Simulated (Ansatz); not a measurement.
Consider the following.

RuO2:
```
CELL_PARAMETERS angstrom
      4.47925     0.00000     0.00000
      0.00000     4.47925     0.00000
      0.00000     0.00000     3.10741
ATOMIC_POSITIONS crystal
  Ru 0.00000 0.00000 0.00000
  Ru 0.50000 0.50000 0.50000
  O  0.30531 0.30531 0.00000
  O  0.19469 0.80531 0.50000
  O  0.69469 0.69469 0.00000
  O  0.80531 0.19469 0.50000
```

This is the r²SCAN-relaxed structure. Cartesian axes are those of the cell as given.

### Question
All from the program Ansatz at the r²SCAN level (PAW), unless another level is named. Estimate the Debye temperature from the elastic constants.

### Answer
590 K.

### Question
Give the elastic constants (relaxed ions, GPa).

### Answer
C11 = 324, C12 = 269, C13 = 210, C33 = 575, C44 = 122, C66 = 239.

### Question
Next, the highest zone-centre frequency?

### Answer
708 cm⁻¹.

Space group P4_2/mnm (rutile). Symmetry was held in the r²SCAN relaxation; of distortions, only those at the zone centre were tested. The run is not spin-polarised. As this level gives no gap, shear constants depend on the k-mesh and smearing (Fermi–Dirac, 0.1 eV here). As this level gives no gap, phonon frequencies hold no LO–TO term and depend on the k-mesh and smearing (Fermi–Dirac, 0.1 eV here).

Potentials: the later of the program's two PAW sets.
